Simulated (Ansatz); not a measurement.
Runs of Ansatz 0.2.0 on CdS (Hawleyite). Symmetry: F-43m, No. 216, cubic system. Conventional cell: a = 5.833 Å, b = 5.833 Å, c = 5.833 Å, α = 90.00°, β = 90.00°, γ = 90.00°. Cd (site symmetry -43m) has 4 S at 2.53 Å as nearest neighbours. Around S (site symmetry -43m) lie 4 Cd at 2.53 Å. 

```tsv
task	level	potentials or basis	spin	cell	k mesh	cutoff (eV)	smearing	atoms under strain	points for each segment of the path	other keys	gap on the mesh (eV)	pressure (GPa)
single point	BLYP	PseudoDojo standard (PBE files)	SOC, no magnetisation	volume scaled by 0.96	8 × 8 × 8	1388	fermi-dirac 0.1 eV	-	-	-	(a)	9.6
elastic constants	r2SCAN+D3(BJ)	Ansatz PAW	off	as given	5 × 5 × 5	500	fixed	relaxed	-	-	1.59	(b)
projected density of states	HSE06+D3(BJ)-ATM	Ansatz PAW	SOC, no magnetisation	volume scaled by 1.04	5 × 5 × 5	420	cold 0.05 eV	-	-	scf.eigensolver.kind = davidson; basis.precision = f64; …	2.69	-2.9
band structure	BLYP	Ansatz PAW	SOC, no magnetisation	volume scaled by 1.25	8 × 8 × 8	420	cold 0.05 eV	-	14	-	0.53	-4.2
relaxation of cell and atoms	BLYP+D3(BJ)	Ansatz PAW	non-collinear, ferromagnetic start, SOC	relaxed from: volume scaled by 1.04	8 × 8 × 8	420	fermi-dirac 0.05 eV	-	-	-	1.04	0.0
```

**Question.** Fill in the values left out.

**Answer.** (a) 1.18; (b) 0.5.

Caveats: the PAW data sets come from PBE, with cores solved anew for the run's functional, which leaves a small shift of forces and pressure (some runs); odd divisions of the mesh miss points on the zone boundary, where band edges often lie, so the gap on the mesh can be too wide (some runs); the potentials were made for another functional, which shifts forces and pressure (some runs); the dispersion damping was fitted for another functional or another form of the correction (some runs); the thresholds are loose for stress (some runs); the plane-wave basis is chosen anew once the cell has moved, so the energies of steps on either side of that aren't comparable (some runs); the starting moments weren't kept (some runs).

A k mesh can miss the band edges, and rows without SOC leave out spin-orbit coupling on Cd.

Runs at the PBE level aren't shown here.
